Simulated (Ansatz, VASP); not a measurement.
Two plane-wave programs on SiC

```
Si C
1.0
     0.00000    2.02866    2.02866
     2.02866    0.00000    2.02866
     2.02866    2.02866    0.00000
Si C
1 1
Direct
  0.00000 0.00000 0.00000
  0.50000 0.50000 0.50000
```

The cell was built by a generator and needn't be a form met in nature.

Alike in both runs: functional PBE; k mesh 18 × 18 × 18; occupations gaussian, width 0.1 eV; no spin polarisation.

Ansatz relaxed the structure, and its values are those at the end. VASP's run is a single point on that final structure, the one shown.

```csv
,VASP,Ansatz
version,VASP 6.6.1,Ansatz 0.2.0
potentials or method,"VASP PAW PBE potentials, release 64 (Si, C)","scalar-relativistic, plane waves, PAW"
plane-wave cutoff (eV),520,420
valence electrons in the cell,8,8
```

Ansatz gave:

| Item | Value |
| --- | --- |
| gap on the k mesh at the Fermi level (eV) | none |
| pressure (GPa) | 0.0 |

Estimate VASP's values.

gap on the k mesh at the Fermi level (eV): none; pressure (GPa): 0.2.

A gap of «none» marks a metal or a gap that the smearing closes.
